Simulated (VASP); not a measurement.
# Au (Fd-3m) in VASP: single point with LDA

Aim: the single point of Au with LDA.

Program: VASP 6.6.1. These are calculated values, not measurements. Logs are shortened: lines on timing, memory, paths and dates and some standing lists are left out, and cuts for length are marked.

### 1 The structure

Symmetry: Fd-3m, No. 227, cubic system. The conventional cell has a = 5.940 Å, b = 5.940 Å, c = 5.940 Å, α = 90.00°, β = 90.00°, γ = 90.00°. Au (site symmetry -43m) is surrounded by 4 Au at 2.57 Å.

The cell was built by a generator and needn't be a form met in nature.

### 2 Single point, LDA

INCAR reads:

```
PREC     = Accurate       # precision mode
ENCUT    = 520            # plane-wave cutoff, eV
EDIFF    = 1E-6           # SCF threshold, eV
ISMEAR   = -1             # smearing method
SIGMA    = 0.13605693000000002 # smearing width, eV
LREAL    = F              # projectors in reciprocal space
LASPH    = T              # aspherical terms in the spheres
NELM     = 100            # most SCF steps
ALGO     = Normal         # electronic algorithm
ISIF     = 2              # what is computed and relaxed
LWAVE    = F              # write WAVECAR
LCHARG   = T              # write CHGCAR
LELF     = T              # ELF
LVHAR    = T            
NBANDS   = 18             # bands
```

KPOINTS reads:

```
Automatic mesh
0
Gamma
  8 8 8
```

POSCAR reads:

```
Au
1.0
    0.0000000000      2.9697704894      2.9697704894
    2.9697704894      0.0000000000      2.9697704894
    2.9697704894      2.9697704894      0.0000000000
Au
2
Direct
    0.0000000000      0.0000000000      0.0000000000
    0.2500000000      0.2500000000      0.2500000000
```

Potentials or basis: VASP PAW LDA potentials, release 64 (Au).

Run with:

```bash
$ cat potpaw_LDA.64/Au/POTCAR > POTCAR
$ mpirun -np 1 vasp_std > vasp.out
```

OUTCAR:

```text
PREC = Accurate
   ENCUT = 520
   EDIFF = 1E-6
   ISMEAR = -1
   LREAL = F
   LASPH = T
   NELM = 100
   ISIF = 2

 ion  position               nearest neighbor table
   1  0.000  0.000  0.000-   2 2.57   2 2.57   2 2.57   2 2.57
   2  0.250  0.250  0.250-   1 2.57   1 2.57   1 2.57   1 2.57

  LATTYP: Found a face centered cubic cell.
 ALAT       =     5.9395409788

  Lattice vectors:

 A1 = (   0.0000000000,   2.9697704894,   2.9697704894)
 A2 = (   2.9697704894,   0.0000000000,   2.9697704894)
 A3 = (   2.9697704894,   2.9697704894,   0.0000000000)

Analysis of symmetry for initial positions (statically):
=====================================================================
 Subroutine PRICEL returns:
 Original cell was already a primitive cell.

 Routine SETGRP: Setting up the symmetry group for a
 face centered cubic supercell.

 Subroutine GETGRP returns: Found 48 space group operations
 (whereof 24 operations were pure point group operations)
 out of a pool of 48 trial point group operations.

The static configuration has the point symmetry T_d .
 The point group associated with its full space group is O_h .

Analysis of symmetry for dynamics (positions and initial velocities):
=====================================================================
 Subroutine PRICEL returns:
 Original cell was already a primitive cell.

 Routine SETGRP: Setting up the symmetry group for a
 face centered cubic supercell.

 Subroutine GETGRP returns: Found 48 space group operations
 (whereof 24 operations were pure point group operations)
 out of a pool of 48 trial point group operations.

The dynamic configuration has the point symmetry T_d .
 The point group associated with its full space group is O_h .

 Subroutine INISYM returns: Found 48 space group operations
 (whereof 24 operations are pure point group operations),
 and found     1 'primitive' translations

----------------------------------------------------------------------------------------

                                     Primitive cell

  volume of cell :      52.3840

  direct lattice vectors                    reciprocal lattice vectors
     0.000000000  2.969770489  2.969770489    -0.168363179  0.168363179  0.168363179
     2.969770489  0.000000000  2.969770489     0.168363179 -0.168363179  0.168363179
     2.969770489  2.969770489  0.000000000     0.168363179  0.168363179 -0.168363179

  length of vectors
     4.199889703  4.199889703  4.199889703     0.291613580  0.291613580  0.291613580

  position of ions in fractional coordinates (direct lattice)
     0.000000000  0.000000000  0.000000000
     0.250000000  0.250000000  0.250000000

  ion indices of the primitive-cell ions
   primitive index   ion index
                 1           1
                 2           2

----------------------------------------------------------------------------------------

 KPOINTS: Automatic mesh

Automatic generation of k-mesh.
 Grid dimensions read from file:
 generate k-points for:    8    8    8

 Generating k-lattice:

  Cartesian coordinates                     Fractional coordinates (reciprocal lattice)
    -0.021045397  0.021045397  0.021045397     0.125000000  0.000000000  0.000000000
     0.021045397 -0.021045397  0.021045397     0.000000000  0.125000000  0.000000000
     0.021045397  0.021045397 -0.021045397     0.000000000  0.000000000  0.125000000

  Length of vectors
     0.036451697  0.036451697  0.036451697

  Shift w.r.t. Gamma in fractional coordinates (k-lattice)
     0.000000000  0.000000000  0.000000000

 Subroutine IBZKPT returns following result:
 ===========================================

 Found     29 irreducible k-points:

 Following reciprocal coordinates:
            Coordinates               Weight
  0.000000  0.000000  0.000000      1.000000
  0.125000  0.000000  0.000000      8.000000
  0.250000  0.000000  0.000000      8.000000
  0.375000  0.000000  0.000000      8.000000
  0.500000  0.000000  0.000000      4.000000
  0.125000  0.125000  0.000000      6.000000
[... 16 lines left out ...]
  0.500000  0.250000  0.125000     48.000000
 -0.375000  0.250000  0.125000     24.000000
 [... further k-points ...]
   k-points           NKPTS =     29   k-points in BZ     NKDIM =     29   number of bands    NBANDS=     18
   number of dos      NEDOS =    301   number of ions     NIONS =      2
   total plane-waves  NPLWV =  32768
   dimension x,y,z NGX =    32 NGY =   32 NGZ =   32
   dimension x,y,z NGXF=    64 NGYF=   64 NGZF=   64
   ions per type =               2
   NGX,Y,Z   is equivalent  to a cutoff of  12.67, 12.67, 12.67 a.u.
   NGXF,Y,Z  is equivalent  to a cutoff of  25.33, 25.33, 25.33 a.u.
 SYSTEM =  unknown system
   PREC   = accura    normal or accurate (medium, high low for compatibility)
   ISTART =      0    job   : 0-new  1-cont  2-samecut
   ICHARG =      2    charge: 1-file 2-atom 10-const
   ISPIN  =      1    spin polarized calculation?
   LNONCOLLINEAR =      F non collinear calculations
   LSORBIT =      F    spin-orbit coupling
   LASPH  =      T    aspherical Exc in radial PAW
   ENCUT  =  520.0 eV  38.22 Ry    6.18 a.u.   7.81  7.81  7.81*2*pi/ulx,y,z
   NELM   =    100;   NELMIN=  2; NELMDL= -5     # of ELM steps
   EDIFF  = 0.1E-05   stopping-criterion for ELM
   LREAL  =      F    real-space projection
   EDIFFG = 0.1E-04   stopping-criterion for IOM
   NSW    =      0    number of steps for IOM
   IBRION =     -1    ionic relax: 0-MD 1-quasi-New 2-CG
   NFREE  =      0    steps in history (QN), initial steepest desc. (CG)
   ISIF   =      2    stress and relaxation
   ISYM   =      2    0-nonsym 1-usesym 2-fastsym
   POTIM  = 0.5000    time-step for ionic-motion
   TEBEG  =    0.0;   TEEND  =   0.0 temperature during run
   PSTRESS=    0.0 pullay stress
   NELECT =      22.0000    total number of electrons
   NUPDOWN=      -1.0000    fix difference up-down
   EMIN   =  10.00;   EMAX   =-10.00  energy-range for DOS
   EFERMI =   0.00;   METHOD = LEGACY
   ISMEAR =    -1;   SIGMA  =   0.14  broadening in eV -4-tet -1-fermi 0-gaus
   EFERMI_NEDOS =   21; number of points for ismear=-14 and -15
   IALGO  =     38    algorithm
   IMIX   =      4    mixing-type and parameters
     AMIX     =   0.40;   BMIX     =  1.00
     AMIX_MAG =   1.60;   BMIX_MAG =  1.00
  volume/ion in A,a.u.               =      26.19       176.75
  Fermi-wavevector in a.u.,A,eV,Ry     =   1.225978  2.316763 20.449872  1.503023
  Thomas-Fermi vector in A             =   2.360996
   LORBIT       =      0    0 simple, 1 ext, 2 COOP (PROOUT), +10 PAW based schemes
   GGA     = CA    functional components
   LHFCALC =     F    Hartree Fock is set to
   AEXX    =    0.0000 exact exchange contribution
   IVDW    =     0    specifies the selected vdW correction
   LEPSILON=     F    determine dielectric tensor
   LRPA    =     F    only Hartree local field effects (RPA)
 non-spin polarized calculation
  energy-cutoff  :      520.00
  volume of cell :       52.38
 maximum number of plane-waves:      1424
   NGX = 15   NGY = 15   NGZ = 15

 number of electron      21.9999999 magnetization

 Free energy of the ion-electron system (eV)
  ---------------------------------------------------
  ext. energy  EPLUGINS =         0.00000000
  ---------------------------------------------------
  free energy    TOTEN  =        -6.90285502 eV

  energy without entropy =       -6.85194926  energy(sigma->0) =       -6.87740214

 E-fermi :   3.5518     XC(G=0): -10.2635

 val. band max:        3.3040719562   @ k =  -0.3750   0.3750   0.1250
 cond. band min:       3.5714535917   @ k =  -0.3750   0.3750   0.0000
 fundamental gap:      0.2673816355
 Fermi energy:         3.5517538980

 k-point     1 :       0.0000    0.0000    0.0000
  band No.  band energies     occupation
      1      -3.0805      2.00000
      2      -1.0024      2.00000
      3      -1.0024      2.00000
      4      -0.9881      2.00000
      5      -0.9881      2.00000
      6      -0.9881      2.00000
[... 10 lines left out ...]
     17      14.7346      0.00000
     18      14.7346      0.00000

 k-point     2 :       0.1250    0.0000    0.0000
  band No.  band energies     occupation
      1      -2.8814      2.00000
      2      -1.1740      2.00000
      3      -1.1740      2.00000
      4      -1.0032      2.00000
      5      -0.7595      2.00000
      6      -0.7595      2.00000
[... 10 lines left out ...]
     17      15.5931      0.00000
     18      15.5945      0.00000

 k-point     3 :       0.2500    0.0000    0.0000
  band No.  band energies     occupation
      1      -2.3631      2.00000
      2      -1.2333      2.00000
      3      -1.2333      2.00000
      4      -1.0367      2.00000
      5      -0.6052      2.00000
      6      -0.6052      2.00000
[... 10 lines left out ...]
     17      15.8303      0.00000
     18      15.8303      0.00000

 k-point     4 :       0.3750    0.0000    0.0000
  band No.  band energies     occupation
      1      -1.8121      2.00000
      2      -1.1780      2.00000
      3      -1.1780      2.00000
      4      -1.0754      2.00000
      5      -0.6381      2.00000
      6      -0.6381      2.00000
[... 375 lines left out ...]
      4      -1.0116      2.00000
      5      -0.6123      2.00000
      6      -0.2097      2.00000
[... 10 lines left out ...]
     17      15.7607      0.00000
     18      17.6454      0.00000

 k-point    23 :       0.5000    0.2500    0.1250
  band No.  band energies     occupation
      1      -1.4771      2.00000
      2      -1.4372      2.00000
      3      -1.2746      2.00000
      4      -0.9803      2.00000
      5      -0.5290      2.00000
      6      -0.1555      2.00000
[... 10 lines left out ...]
     17      15.7594      0.00000
     18      17.8834      0.00000

 k-point    24 :      -0.3750    0.2500    0.1250
  band No.  band energies     occupation
      1      -1.4439      2.00000
      2      -1.3518      2.00000
      3      -1.2357      2.00000
      4      -0.9987      2.00000
      5      -0.4342      2.00000
      6      -0.2535      2.00000
[... 10 lines left out ...]
     17      17.7964      0.00000
     18      17.9079      0.00000

 [... further k-points ...]

------------------------ aborting loop because EDIFF is reached ----------------------------------------

  FORCE on cell =-STRESS in cart. coord.  units (eV):
  Direction    XX          YY          ZZ          XY          YZ          ZX
  --------------------------------------------------------------------------------------
  -------------------------------------------------------------------------------------
  Total        0.2113604      0.2113604      0.2113604     -0.0000000     -0.0000000     -0.0000000
  in kB        6.4645079      6.4645079      6.4645079     -0.0000000     -0.0000000     -0.0000000
  external PRESSURE =       6.4645079 kB  Pullay stress =       0.0000000 kB

 VOLUME and BASIS-vectors are now :
 -----------------------------------------------------------------------------
  energy-cutoff  :      520.00
  volume of cell :       52.38
      direct lattice vectors                 reciprocal lattice vectors
     0.000000000  2.969770489  2.969770489    -0.168363179  0.168363179  0.168363179
     2.969770489  0.000000000  2.969770489     0.168363179 -0.168363179  0.168363179
     2.969770489  2.969770489  0.000000000     0.168363179  0.168363179 -0.168363179

 POSITION                                       TOTAL-FORCE (eV/Angst)
 -----------------------------------------------------------------------------------
      0.00000      0.00000      0.00000         0.000000     -0.000000      0.000000
      1.48489      1.48489      1.48489        -0.000000      0.000000     -0.000000
 -----------------------------------------------------------------------------------
    total drift:                               -0.000000      0.000000      0.000000

  FREE ENERGIE OF THE ION-ELECTRON SYSTEM (eV)
  ---------------------------------------------------
  free  energy   TOTEN  =        -6.9028550205 eV

  energy  without entropy=       -6.8519492602  energy(sigma->0) =       -6.87740214
```

It took 12 s on 1 thread of AMD EPYC 9R45 (Zen 5), shared host; peak memory 0.13 GiB.

What came out:

- Free energy: -6.9029 eV
- Pressure: 0.6 GPa
- Band gap on the k mesh: none (metal or under the smearing width)

Spin-orbit coupling is left out, which matters for the levels of Au.
